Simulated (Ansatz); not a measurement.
CdO (Monteponite) under changes of volume

One of the cells (12.970 Å³/atom); the others are scaled copies at fixed shape and fractional positions:

```
Cd O
1.0
     0.00000    2.34950    2.34950
     2.34950    0.00000    2.34950
     2.34950    2.34950    0.00000
Cd O
1 1
Direct
  0.00000 0.00000 0.00000
  0.50000 0.50000 0.50000
```

```yaml
Program: Ansatz 0.2.0
Functional: revPBE
Dispersion: D4
Potentials_or_basis: Ansatz PAW
Cutoff: "420 eV (not typed: the program's choice for these potentials)"
k_mesh: 10 × 10 × 10
Occupations: fermi-dirac, width 0.05 eV
Spin: no spin polarisation
```

| volume (Å³/atom) | energy over the lowest point (meV/atom) | pressure (GPa) |
| --- | --- | --- |
| 12.191 | 38.28 | 12.8 |
| 12.451 | 20.62 | 9.1 |
| 12.710 | 8.73 | 5.7 |
| 12.970 | 2.03 | 2.7 |
| 13.229 | 0.00 | -0.1 |
| 13.488 | ? | ? |
| 13.748 | 7.90 | -4.7 |

Q: What does the run at 13.488 Å³/atom give?

A: Energy over the lowest point 2.06 meV/atom; pressure -2.5 GPa.

Worked out: A Birch-Murnaghan fit of order 3 (a polynomial in V^(-2/3)) to the other rows has its minimum at 13.22 Å³/atom with B0 = V·E''(V) = 131 GPa and B' = 4.6. It gives 2.07 meV/atom at 13.488 Å³/atom, against the run's 2.06, and -dE/dV = -2.5 GPa, against -2.5.

Energies are extrapolated to zero smearing.

Caveats: pairwise dispersion overbinds metals, which lowers pressure and volume; the PAW data sets come from PBE, with cores solved anew for the run's functional, which leaves a small shift of forces and pressure.
